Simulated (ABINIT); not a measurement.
Crystal: Te.

```
Te
1.0
     2.30590    1.33131    1.69095
    -2.30590    1.33131    1.69095
     0.00000   -2.66263    1.69095
Te
1
Cartesian
  0.0000 0.0000 2.5364
```

This isn't the form of Te at room conditions, which is trigonal, of chains.

| Item | Value |
| --- | --- |
| Program | ABINIT 10.8.3 (patched build) |
| Task | relaxation of cell and atoms |
| Functional | LDA |
| Potentials or basis | PseudoDojo NC SR LDA v0.4.1 standard |
| Cutoff | 1088 eV |
| k mesh | 7 × 7 × 7 |
| Occupations | fermi-dirac, width 0.05 eV |
| Spin | no spin polarisation |

At the start: pressure -1.4 GPa; volume 31.15 Å³/atom.

Q: How do energy, volume and symmetry change on relaxing?

A: Over 9 steps the energy falls by 4.2 meV/atom and the volume is 30.52 Å³/atom (-2.0 %); space group R-3m (No. 166, to 0.05 Å).

Step by step:
| step | energy change (eV) | largest force (eV/Å) | pressure (GPa) | volume (Å³) |
| --- | --- | --- | --- | --- |
| 1 | 0.0000 | 0.0000 | -1.35 | 31.15 |
| 2 | -0.0011 | 0.0000 | -1.12 | 31.02 |
| 3 | -0.0035 | 0.0000 | 0.12 | 30.39 |
| 4 | -0.0035 | 0.0000 | 0.08 | 30.42 |
| 5 | -0.0039 | 0.0000 | -0.16 | 30.56 |
| 6 | -0.0041 | 0.0000 | -0.21 | 30.61 |
| 7 | -0.0042 | 0.0000 | -0.10 | 30.57 |
| 8 | -0.0042 | 0.0000 | -0.01 | 30.53 |
| 9 | -0.0042 | 0.0000 | 0.00 | 30.52 |

Final structure:
```xyz
1
Lattice="2.2707 1.3110 1.7088 -2.2707 1.3110 1.7088 0.0000 -2.6220 1.7088" Properties=species:S:1:pos:R:3 pbc="T T T"
Te    0.0000    0.0000    2.5631
```
